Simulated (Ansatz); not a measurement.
Symmetry broken, then relaxed in C

The calculation used Ansatz 0.2.0, DFT LDA, scalar-relativistic, plane waves, PAW. Settings: plane waves to 420 eV, k-mesh 12×12×12 (Γ-centred), Gaussian smearing 0.05 eV. No spin polarisation. Energies are free energies at this smearing, counted from the undisturbed cell; pressure is positive in compression.

The undisturbed cell (relaxed at this level):

```xyz
10
Lattice="1.2456 0.7192 10.2539 -1.2456 0.7192 10.2539 0.0000 -1.4383 10.2539" Properties=species:S:1:pos:R:3 pbc="T T T"
C     0.0000    0.0000    0.7635
C     0.0000    0.0000   29.9982
C     0.0000    0.0000    3.3437
C     0.0000    0.0000   27.4180
C     0.0000    0.0000    4.8716
C     0.0000    0.0000   25.8900
C     0.0000    0.0000   11.5314
C     0.0000    0.0000   19.2302
C     0.0000    0.0000   13.0836
C     0.0000    0.0000   17.6780
```

The atoms are displaced (Å, in the unstrained cell):

```tsv
atom	ux	uy	uz
C1	-0.003	-0.002	0.001
C2	0.014	0.009	-0.011
C3	0.003	-0.012	0.005
C4	0.002	0.017	-0.012
C5	-0.002	0.013	0.008
C6	0.007	-0.008	0.012
C7	0.009	-0.004	0.000
C8	-0.010	-0.007	-0.014
C9	-0.011	0.012	0.012
C10	-0.010	-0.019	-0.002
```

The cell is strained by (-0.0392, -0.0040, 0.0431, -0.0609, -0.0039, 0.0342) (xx, yy, zz, yz, xz, xy; engineering shear). Cell and atoms are then relaxed.

**Question.** Does the relaxation return to the undisturbed structure?

**Answer.** Yes (up to a choice of domain or origin): same space group and volume, and an energy 0.0 meV/atom from it. The disturbance itself cost 125.5 meV/atom. The final space group reads R-3m (tolerance 0.05 Å) and the volume changes by 0.00 %.

Final structure:

```yaml
crystal:
  lattice:
    - [1.24564, 0.71901, 10.25381]
    - [-1.24558, 0.71898, 10.25381]
    - [0.00000, -1.43852, 10.25384]
  atoms:
    - { symbol: C, position: [0.02483, 0.02482, 0.02481] }
    - { symbol: C, position: [0.97518, 0.97518, 0.97519] }
    - { symbol: C, position: [0.10869, 0.10869, 0.10871] }
    - { symbol: C, position: [0.89130, 0.89132, 0.89129] }
    - { symbol: C, position: [0.15836, 0.15837, 0.15837] }
    - { symbol: C, position: [0.84164, 0.84164, 0.84163] }
    - { symbol: C, position: [0.37487, 0.37486, 0.37486] }
    - { symbol: C, position: [0.62513, 0.62513, 0.62514] }
    - { symbol: C, position: [0.42531, 0.42531, 0.42534] }
    - { symbol: C, position: [0.57469, 0.57469, 0.57466] }
```

The relaxation, step by step (energy from the first step; small jumps at an unchanged geometry come where the plane waves are selected anew for the new cell):

```csv
step,ΔE (meV/atom),largest force component (eV/Å),pressure (GPa)
1,0.0,1.557,6.18
2,-105.1,1.646,0.47
3,-124.2,0.055,1.51
4,-124.2,0.006,0.27
5,-124.2,0.002,-0.01
6,-125.5,0.009,0.27
7,-125.5,0.001,0.01
8,-125.5,0.001,0.01
```

Cost: 3 runs of about 22 core-minutes in all, on Arm Neoverse V2 (shared hosts).